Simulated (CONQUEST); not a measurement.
Write the native input for CONQUEST 1.3 that does the following.

| Property | Result |
| --- | --- |
| Task | single point |
| Functional | PBE |
| Potentials or basis | PseudoDojo NC PBE, DZP, grid cutoff 100 Ha |
| k mesh | 6 × 6 × 4 |
| Occupations | fermi-dirac, width 0.05 eV |
| Spin | no spin polarisation |
| Solver | diagonalisation |
| SCF tolerance | 1e-06 |

HgTe (Coloradoite):

```xyz
4
Lattice="4.5460 0.0000 0.0000 0.0000 4.5460 0.0000 0.0000 0.0000 6.4290" Properties=species:S:1:pos:R:3 pbc="T T T"
Hg    2.2541    2.2599    3.2162
Hg    4.5271    4.5329    0.0017
Te    2.2716    4.5379    4.8249
Te    4.5446    2.2650    1.6104
```

The cell isn't the ideal one: atoms moved at random, drawn with an rms of 0.05 Å.

One way to write it, as run:

Conquest_input

```
IO.Title HgTe
IO.Coordinates coords.dat
IO.FractionalAtomicCoords T
IO.Iprint 2
IO.Iprint_init 1
General.NumberOfSpecies 2
General.PseudopotentialType hamann
AtomMove.TypeOfRun static
AtomMove.FullStress T
Grid.GridCutoff 100
DM.SolutionMethod diagon
Diag.MPMesh T
Diag.GammaCentred T
Diag.MPMeshX 6
Diag.MPMeshY 6
Diag.MPMeshZ 4
Diag.kT 0.00183747
minE.SCTolerance 1e-6
SC.MaxIters 100
IO.AtomChargeOutput T
%block ChemicalSpeciesLabel
1 200.590 Hg
2 127.600 Te
%endblock
```

coords.dat

```
    8.5906751129     0.0000000000     0.0000000000
    0.0000000000     8.5906751129     0.0000000000
    0.0000000000     0.0000000000    12.1490492552
4
  0.4958390000   0.4971100000   0.5002570000 1 T T T
  0.9958390000   0.9971100000   0.0002570000 1 T T T
  0.4997025000   0.9982315000   0.7504945000 2 T T T
  0.9997025000   0.4982315000   0.2504945000 2 T T T
```

Potentials or basis: PseudoDojo NC PBE, DZP, grid cutoff 100 Ha.

Command:

```console
$ Conquest
```

It gave:

| Quantity | Value |
| --- | --- |
| Pressure | 5.7 GPa |
| Largest force | 0.091 eV/Å |
| Band gap on the k mesh | none (metal or under the smearing width) |
| Mulliken charges | Hg +0.29; Te -0.29 e |

Caveat: Mulliken charges move with the basis; the box holds several primitive cells, so bands are folded and the points are those of the box's own zone; the basis of atomic orbitals isn't converged, which shifts pressures, moduli and gaps.

Wall time 57 s on 1 thread of Intel(R) Xeon(R) Platinum 8175M CPU @ 2.50GHz (Skylake/Cascade Lake) (shared host), peak memory 0.51 GiB.
